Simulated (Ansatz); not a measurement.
## Mn (P63/mmc): ferro- and antiferromagnetic starts

```
CELL_PARAMETERS angstrom
2.48365 0.00000 0.00000
-1.24182 2.15090 0.00000
0.00000 0.00000 4.02620
ATOMIC_POSITIONS crystal
Mn 0.66667 0.33333 0.75000
Mn 0.33333 0.66667 0.25000
```

Geometry: a structure from the Materials Project; nothing is relaxed.

Settings: PBE, 15×15×8 k mesh, Fermi–Dirac smearing of 0.05 eV. PAW means Ansatz 0.2.0 on its default frozen-core files; LAPW is all-electron LAPW in Ansatz 0.2.0. Site moments are integrated in spheres about the atoms, whose radii differ between the methods. Start moments of the first PAW run (μB): Mn1 4, Mn2 4.

Energies count from the run that starts all moments parallel. Patterns list the atoms that start with 0.5 μB or more.

```json
{"start": "Mn1↑, Mn2↑", "ΔF PAW (meV/atom)": "0.0", "ΔF LAPW (meV/atom)": "0.0", "largest moment, PAW (μB)": "0.00", "M, PAW (μB/cell)": "0.00", "order at the end, PAW": "moments lost", "P, PAW (GPa)": "-1.2"}
{"start": "Mn1↑, Mn2↓", "ΔF PAW (meV/atom)": "-0.5", "ΔF LAPW (meV/atom)": "-0.7", "largest moment, PAW (μB)": "0.39", "M, PAW (μB/cell)": "0.00", "order at the end, PAW": "kept", "P, PAW (GPa)": "-0.3"}
{"start": "no spin polarisation", "ΔF PAW (meV/atom)": "0.0", "ΔF LAPW (meV/atom)": "–", "largest moment, PAW (μB)": "0.00", "M, PAW (μB/cell)": "0.00", "order at the end, PAW": "–", "P, PAW (GPa)": "-1.2"}
```

The lowest of these ends as follows. Site moments (μB): Mn1 0.39, Mn2 -0.39. Cell moment 0.00 μB. The next state lies within 2 meV per atom or changes place at zero smearing, so the order of the two isn't settled. Orders of other supercells weren't tried and can lie lower.

The Ansatz runs typed with the search for lower states off end where their start leads. The magnetic state is the one that this cell and start allow. It needn't be the compound's measured order, which may need a larger cell or be absent.
